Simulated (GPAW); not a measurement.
Write an ASE script for GPAW 26.7.0 that does the following.

| Item | Value |
| --- | --- |
| Task | band structure |
| Functional | PBEsol |
| Potentials or basis | PAW data sets generated in the run's folder for this functional |
| Cutoff | 800 eV |
| Basis | pw |
| k mesh | 9 × 9 × 9 |
| Occupations | fermi-dirac, width 0.05 eV |
| Spin | no spin polarisation |
| Hubbard terms | Hf d U = 8 eV |
| Maxiter | 150 |
| Band path | GXWKGLUWLK,UX |
| Band points | 80 |

HfO2:

```
CELL_PARAMETERS angstrom
0.00000 2.55750 2.55750
2.55750 0.00000 2.55750
2.55750 2.55750 0.00000
ATOMIC_POSITIONS crystal
Hf 0.00000 0.00000 0.00000
O 0.75000 0.75000 0.75000
O 0.25000 0.25000 0.25000
```

Measurements of this composition are mostly on another form, of space group No. 14.

The input as run:

run.py

```python
from ase import Atoms
from ase.dft.bandgap import bandgap
from ase.io import write
from ase.units import GPa
from gpaw import GPAW, PW, setup_paths

setup_paths.insert(0, '.')

atoms = Atoms(['Hf', 'O', 'O'],
              cell=[[0.0, 2.5575, 2.5575],
                    [2.5575, 0.0, 2.5575],
                    [2.5575, 2.5575, 0.0]],
              scaled_positions=[[0.0, 0.0, 0.0],
                                [0.75, 0.75, 0.75],
                                [0.25, 0.25, 0.25]],
              pbc=True)

calc = GPAW(mode=PW(800),
            xc='PBEsol',
            kpts={'size': (9, 9, 9), 'gamma': True},
            occupations={'name': 'fermi-dirac', 'width': 0.05},
            setups={'Hf': ':d,8.0'},
            nbands=24,
            convergence={'density': 1e-05, 'energy': 1e-05},
            maxiter=150,
            txt='gpaw.txt')
atoms.calc = calc
energy = atoms.get_potential_energy()
forces = atoms.get_forces()
stress = atoms.get_stress()
calc.write('gs.gpw')
write('result.traj', atoms)
print(f'Energy: {energy:.6f} eV')
print('Forces (eV/A):')
print(forces.round(4))
print('Stress (GPa):', (stress / GPa).round(3))
print('Fermi level:', round(calc.get_fermi_level(), 4), 'eV')
print(f'Gap: {bandgap(calc)[0]:.4f} eV, direct: {bandgap(calc, direct=True)[0]:.4f} eV')

path = atoms.cell.bandpath('GXWKGLUWLK,UX', npoints=80, eps=1e-4)
bs_calc = calc.fixed_density(kpts=path, symmetry='off', nbands=35,
                             convergence={'bands': 'CBM+6.0', 'eigenstates': 1e-6}, txt='bands.txt')
bs = bs_calc.band_structure()
bs.write('bs.json')
print(f'Gap on the path: {bandgap(bs_calc)[0]:.4f} eV')
```

Potentials or basis: PAW data sets generated in the run's folder for this functional, pw.

Run with:

```bash
$ gpaw-setup -f PBEsol Hf O
$ OMP_NUM_THREADS=1 python run.py
```

Results of the run:

```json
{"Pressure": "13.1 GPa", "Band gap on the k mesh": "4.98 eV, indirect (least direct gap 5.24 eV)", "Band gap along the path": "4.93 eV, indirect (least direct gap 4.96 eV)"}
```

Caveat: spin-orbit coupling is left out, which moves the levels of the heavy elements.

Wall time 77 s on 1 thread of Arm Neoverse V1, with other jobs on the host, peak memory 0.32 GiB.
